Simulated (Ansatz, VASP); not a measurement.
# ZnSe: 3 runs at one level of theory

The starting cell:

```
Se Zn
1.0
     0.00000    2.83380    2.83380
     2.83380    0.00000    2.83380
     2.83380    2.83380    0.00000
Se Zn
1 1
Direct
  0.75000 0.75000 0.75000
  0.00000 0.00000 0.00000
```

Alike in all runs: task relaxation of cell and atoms; functional revPBE; k mesh 8 × 8 × 8; occupations fermi-dirac, width 0.05 eV; no spin polarisation; no spin-orbit coupling.

| program and potentials | plane-wave cutoff (eV) | notes | equilibrium volume (Å³/atom) |
| --- | --- | --- | --- |
| Ansatz, Ansatz PAW | 420 | potentials made for PBE, which Ansatz adapts in part; 14 valence electrons an atom on average | 24.23 |
| Ansatz, all-electron LAPW, scalar-relativistic | - | - | 24.23 |
| VASP, PBE PAW files Se, Zn, 600 eV | 600 | potentials made for PBE; 9 valence electrons an atom on average | 24.30 |

The equilibrium volume spans 24.23 (Ansatz, Ansatz PAW) to 24.30 Å³/atom (VASP, PBE PAW files Se, Zn, 600 eV), with all-electron results at 24.23. Some sets were made for another functional than the one run, which can shift their rows. Relaxations stop with a little pressure left, so the last digit of a volume isn't settled.

The functional is the same throughout but for its coding, so the spread measures potentials, basis and numerics; runs on potential files found faulty are left out.

The three runs agree closely on the volume of zinc-blende ZnSe, and the Ansatz PAW result coincides with the all-electron one at 24.23 Å³/atom. The VASP value of 24.30 Å³/atom is only slightly larger, perhaps because of its smaller valence space or the way its potentials treat core-valence exchange. All three volumes lie clearly above that of the starting cell, which is close to the experimental one. Since the all-electron run shows the same expansion, it belongs mainly to the functional and not to the potentials. revPBE enhances exchange more strongly than PBE where the reduced density gradient is large. This favours inhomogeneous, atom-like densities over the smoother density of the bonded solid, so the polar-covalent Zn–Se bonds come out too weak and too long. Close agreement among the codes therefore shows that the revPBE volume is well reproduced, not that it is accurate for the real crystal. With only the zinc-blende structure relaxed, the results say nothing about its stability relative to wurtzite.
